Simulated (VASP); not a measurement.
# Ge (Cmcm) in VASP: notebook

One crystal, Ge, is run at these levels: PBE; tasks: single point.

Program: VASP 6.6.1. These are calculated values, not measurements. Logs are shortened: lines on timing, memory, paths and dates and some standing lists are left out, and cuts for length are marked.

## 1. Starting point

It takes space group Cmcm (No. 63, orthorhombic). Conventional cell: a = 2.976 Å, b = 5.189 Å, c = 4.728 Å, α = 90.00°, β = 90.00°, γ = 90.00°. Ge (site symmetry m2m) is surrounded by 12 Ge at 2.92 to 2.99 Å.

This isn't the form of Ge at room conditions, which is diamond.

## 2. Single point, PBE

File INCAR:

```
SYSTEM = Ge
PREC = Accurate
ENCUT = 900
EDIFF = 1E-6
ISMEAR = 0
SIGMA = 0.05
LREAL = .False.
LASPH = .True.
NELM = 100
ALGO = Normal
ISIF = 2
LWAVE = .False.
LCHARG = .False.
GGA = PE
ADDGRID = .False.
```

File KPOINTS:

```
regular mesh
0
Gamma
  6 6 4
  0 0 0
```

File POSCAR:

```
Ge
1.0
    1.4880529250     -2.5946896100      0.0000000000
    1.4880529250      2.5946896100      0.0000000000
    0.0000000000      0.0000000000      4.7275957900
Ge
2
Direct
    0.3334466300      0.6665533700      0.2500000000
    0.6665533700      0.3334466300      0.7500000000
```

Potentials or basis: VASP PAW PBE potentials, release 64 (Ge_d).

On the command line:

```
cat potpaw_PBE.64/Ge_d/POTCAR > POTCAR
mpirun -np 1 vasp_std > vasp.out
```

OUTCAR:

```text
SYSTEM = Ge
   PREC = Accurate
   ENCUT = 900
   EDIFF = 1E-6
   ISMEAR = 0
   LREAL = .False.
   LASPH = .True.
   NELM = 100
   ISIF = 2
   GGA = PE

 Found     39 irreducible k-points:

 Following reciprocal coordinates:
            Coordinates               Weight
  0.000000  0.000000  0.000000      1.000000
  0.166667  0.000000  0.000000      4.000000
  0.333333  0.000000  0.000000      4.000000
  0.500000  0.000000  0.000000      2.000000
  0.166667  0.166667  0.000000      2.000000
  0.333333  0.166667  0.000000      4.000000
   k-points           NKPTS =     39   k-points in BZ     NKDIM =     39   number of bands    NBANDS=     18
   number of dos      NEDOS =    301   number of ions     NIONS =      2
   total plane-waves  NPLWV =  43200
   dimension x,y,z NGX =    30 NGY =   30 NGZ =   48
   dimension x,y,z NGXF=    60 NGYF=   60 NGZF=   96
   ions per type =               2
   NGX,Y,Z   is equivalent  to a cutoff of  16.67, 16.67, 16.88 a.u.
   NGXF,Y,Z  is equivalent  to a cutoff of  33.35, 33.35, 33.76 a.u.
 SYSTEM =  Ge
   PREC   = accura    normal or accurate (medium, high low for compatibility)
   ISTART =      0    job   : 0-new  1-cont  2-samecut
   ICHARG =      2    charge: 1-file 2-atom 10-const
   ISPIN  =      1    spin polarized calculation?
   LNONCOLLINEAR =      F non collinear calculations
   LSORBIT =      F    spin-orbit coupling
   LASPH  =      T    aspherical Exc in radial PAW
   ENCUT  =  900.0 eV  66.15 Ry    8.13 a.u.   7.32  7.32 11.56*2*pi/ulx,y,z
   NELM   =    100;   NELMIN=  2; NELMDL= -5     # of ELM steps
   EDIFF  = 0.1E-05   stopping-criterion for ELM
   LREAL  =      F    real-space projection
   EDIFFG = 0.1E-04   stopping-criterion for IOM
   NSW    =      0    number of steps for IOM
   IBRION =     -1    ionic relax: 0-MD 1-quasi-New 2-CG
   NFREE  =      0    steps in history (QN), initial steepest desc. (CG)
   ISIF   =      2    stress and relaxation
   ISYM   =      2    0-nonsym 1-usesym 2-fastsym
   POTIM  = 0.5000    time-step for ionic-motion
   TEBEG  =    0.0;   TEEND  =   0.0 temperature during run
   PSTRESS=    0.0 pullay stress
   NELECT =      28.0000    total number of electrons
   NUPDOWN=      -1.0000    fix difference up-down
   EMIN   =  10.00;   EMAX   =-10.00  energy-range for DOS
   EFERMI =   0.00;   METHOD = LEGACY
   ISMEAR =     0;   SIGMA  =   0.05  broadening in eV -4-tet -1-fermi 0-gaus
   EFERMI_NEDOS =   21; number of points for ismear=-14 and -15
   IALGO  =     38    algorithm
   IMIX   =      4    mixing-type and parameters
     AMIX     =   0.40;   BMIX     =  1.00
     AMIX_MAG =   1.60;   BMIX_MAG =  1.00
  volume/ion in A,a.u.               =      18.25       123.18
  Fermi-wavevector in a.u.,A,eV,Ry     =   1.498544  2.831837 30.553703  2.245634
  Thomas-Fermi vector in A             =   2.610289
   LORBIT       =      0    0 simple, 1 ext, 2 COOP (PROOUT), +10 PAW based schemes
   GGA     = PE    functional components
   LHFCALC =     F    Hartree Fock is set to
   AEXX    =    0.0000 exact exchange contribution
   IVDW    =     0    specifies the selected vdW correction
   LEPSILON=     F    determine dielectric tensor
   LRPA    =     F    only Hartree local field effects (RPA)
 non-spin polarized calculation
 Gauss-broadening in eV      SIGMA  =   0.05
  energy-cutoff  :      900.00
  volume of cell :       36.51
 maximum number of plane-waves:      2261
 NGX is ok and might be reduce to    30
   NGX = 15   NGY = 15   NGZ = 23

 number of electron      28.0000003 magnetization

 Free energy of the ion-electron system (eV)
  ---------------------------------------------------
  ext. energy  EPLUGINS =         0.00000000
  ---------------------------------------------------
  free energy    TOTEN  =        -8.30687537 eV

  energy without entropy =       -8.30454149  energy(sigma->0) =       -8.30570843

 E-fermi :   7.3671     XC(G=0): -11.4689

 val. band max:        7.3610317746   @ k =   0.1667   0.1667   0.2500
 cond. band min:       7.3700601664   @ k =  -0.3333   0.1667   0.2500
 fundamental gap:      0.0090283918
 Fermi energy:         7.3670578847

 k-point     1 :       0.0000    0.0000    0.0000
  band No.  band energies     occupation
      1     -17.6172      2.00000
      2     -17.6138      2.00000
      3     -17.6100      2.00000
      4     -17.6050      2.00000
      5     -17.6043      2.00000
      6     -17.6013      2.00000
[... 10 lines left out ...]
     17      15.8705      0.00000
     18      17.1842      0.00000

 k-point     2 :       0.1667    0.0000    0.0000
  band No.  band energies     occupation
      1     -17.6335      2.00000
      2     -17.6107      2.00000
      3     -17.5966      2.00000
      4     -17.5956      2.00000
      5     -17.5930      2.00000
      6     -17.5904      2.00000
[... 10 lines left out ...]
     17      15.7730      0.00000
     18      16.0149      0.00000

 k-point     3 :       0.3333    0.0000    0.0000
  band No.  band energies     occupation
      1     -17.6613      2.00000
      2     -17.6212      2.00000
      3     -17.6124      2.00000
      4     -17.6116      2.00000
      5     -17.5702      2.00000
      6     -17.5505      2.00000
[... 10 lines left out ...]
     17      11.6435      0.00000
     18      14.2304      0.00000

 k-point     4 :       0.5000    0.0000    0.0000
  band No.  band energies     occupation
      1     -17.6739      2.00000
      2     -17.6353      2.00000
      3     -17.6189      2.00000
      4     -17.6161      2.00000
      5     -17.5605      2.00000
      6     -17.5574      2.00000
[... 10 lines left out ...]
     17       9.5017      0.00000
     18      13.4972      0.00000

 k-point     5 :       0.1667    0.1667    0.0000
  band No.  band energies     occupation
      1     -17.6283      2.00000
      2     -17.6259      2.00000
      3     -17.6187      2.00000
      4     -17.6032      2.00000
      5     -17.5802      2.00000
      6     -17.5685      2.00000
[... 10 lines left out ...]
     17      12.9629      0.00000
     18      13.3127      0.00000

 k-point     6 :       0.3333    0.1667    0.0000
  band No.  band energies     occupation
      1     -17.6452      2.00000
      2     -17.6432      2.00000
      3     -17.6051      2.00000
      4     -17.6033      2.00000
      5     -17.5669      2.00000
      6     -17.5628      2.00000
[... 10 lines left out ...]
     17       9.7709      0.00000
     18      11.4614      0.00000

 [... further k-points ...]

------------------------ aborting loop because EDIFF is reached ----------------------------------------

  FORCE on cell =-STRESS in cart. coord.  units (eV):
  Direction    XX          YY          ZZ          XY          YZ          ZX
  --------------------------------------------------------------------------------------
  -------------------------------------------------------------------------------------
  Total        0.2916649      0.1825981      1.6311420      0.0000000      0.0000000      0.0000000
  in kB       12.8003140      8.0136918     71.5860209      0.0000000      0.0000000      0.0000000
  external PRESSURE =      30.8000089 kB  Pullay stress =       0.0000000 kB

 VOLUME and BASIS-vectors are now :
 -----------------------------------------------------------------------------
  energy-cutoff  :      900.00
  volume of cell :       36.51
      direct lattice vectors                 reciprocal lattice vectors
     1.488052925 -2.594689610  0.000000000     0.336009554 -0.192701277  0.000000000
     1.488052925  2.594689610  0.000000000     0.336009554  0.192701277  0.000000000
     0.000000000  0.000000000  4.727595790     0.000000000  0.000000000  0.211524006

 POSITION                                       TOTAL-FORCE (eV/Angst)
 -----------------------------------------------------------------------------------
      1.48805      0.86431      1.18190         0.000000      0.003024      0.000000
      1.48805     -0.86431      3.54570         0.000000     -0.003024     -0.000000
 -----------------------------------------------------------------------------------
    total drift:                                0.000000     -0.000000      0.000000

  FREE ENERGIE OF THE ION-ELECTRON SYSTEM (eV)
  ---------------------------------------------------
  free  energy   TOTEN  =        -8.3068753721 eV

  energy  without entropy=       -8.3045414916  energy(sigma->0) =       -8.30570843
```

It took 18 s on 1 thread of Intel Xeon 6975P-C (Granite Rapids), shared host; peak memory 0.21 GiB.

The run converged, but some of its settings lie outside the range that counts as converged, so its numbers aren't taken as properties of the crystal.

Results:

| Item | Value |
| --- | --- |
| Free energy | -8.3069 eV |
| Pressure | 3.1 GPa |
| Largest force | 0.003 eV/Å |
| Band gap on the k mesh | none (metal or under the smearing width) |

Caveat: the k mesh is coarse (spacing up to 0.41 Å⁻¹), so the values aren't converged.

## 3. Single point, PBE

INCAR is that of step 2.

KPOINTS is that of step 2.

File POSCAR:

```
Ge
1.0
    1.4880529250     -2.5946896100      0.0000000000
    1.4880529250      2.5946896100      0.0000000000
    0.0000000000      0.0000000000      4.7275957900
Ge
2
Direct
    0.3592940000      0.6730280000      0.2256240000
    0.6679590000      0.3129580000      0.7530700000
```

Potentials or basis: VASP PAW PBE potentials, release 64 (Ge_d).

On the command line:

```
cat potpaw_PBE.64/Ge_d/POTCAR > POTCAR
mpirun -np 1 vasp_std > vasp.out
```

Wall time 33 s (1 thread of Intel Xeon 6975P-C (Granite Rapids), shared host); peak memory 0.25 GiB.

These settings aren't checked as converged: the numbers below hold their error.

Results:

```
Free energy            : -8.2809 eV
Pressure               : 4.4 GPa
Largest force          : 0.357 eV/Å
Band gap on the k mesh : none (metal or under the smearing width)
```

Caveat: the k mesh is coarse (spacing up to 0.41 Å⁻¹), so the values aren't converged.

## 4. Single point, PBE

Changes to INCAR since step 3:

```diff
@@ -2,3 +2,3 @@
 PREC = Accurate
-ENCUT = 900
+ENCUT = 550
 EDIFF = 1E-6
```

File KPOINTS:

```
regular mesh
0
Gamma
  9 9 5
  0 0 0
```

File POSCAR:

```
Ge
1.0
    1.4880529250     -2.5946896100      0.0000000000
    1.4880529250      2.5946896100      0.0000000000
    0.0000000000      0.0000000000      4.7275957900
Ge
2
Direct
    0.3334466300      0.6665533700      0.2500000000
    0.6665533700      0.3334466300      0.7500000000
```

On the command line:

```
cat potpaw_PBE.64/Ge_d/POTCAR > POTCAR
mpirun -np 1 vasp_std > vasp.out
```

Run time: 12 s. Hardware: 1 thread of Intel Xeon 6975P-C (Granite Rapids), shared host; peak memory 0.18 GiB.

The run converged, but some of its settings lie outside the range that counts as converged, so its numbers aren't taken as properties of the crystal.

Results:

```yaml
Free_energy: -8.3341 eV
Pressure: 3.5 GPa
Band_gap_on_the_k_mesh: none (metal or under the smearing width)
```

## 5. Single point, PBE

INCAR is that of step 4.

KPOINTS is that of step 4.

File POSCAR:

```
Ge
1.0
    1.4880529250     -2.5946896100      0.0000000000
    1.4880529250      2.5946896100      0.0000000000
    0.0000000000      0.0000000000      4.7275957900
Ge
2
Direct
    0.3592940000      0.6730280000      0.2256240000
    0.6679590000      0.3129580000      0.7530700000
```

On the command line:

```
cat potpaw_PBE.64/Ge_d/POTCAR > POTCAR
mpirun -np 1 vasp_std > vasp.out
```

It took 29 s on 1 thread of Intel Xeon 6975P-C (Granite Rapids), shared host; peak memory 0.24 GiB.

The run converged, but some of its settings lie outside the range that counts as converged, so its numbers aren't taken as properties of the crystal.

What came out:

| Quantity | Value |
| --- | --- |
| Free energy | -8.3077 eV |
| Pressure | 4.2 GPa |
| Largest force | 0.398 eV/Å |
| Band gap on the k mesh | none (metal or under the smearing width) |

## 6. The reference run

An earlier run on the cell as given: functional PBEsol; potentials or basis VASP PAW PBE potentials, release 64 (Ge_d); cutoff 520 eV; k mesh 10 × 10 × 6; occupations fermi-dirac, width 0.05 eV; no spin polarisation.

- Pressure: 0.5 GPa
- Band gap on the k mesh: none (metal or under the smearing width)
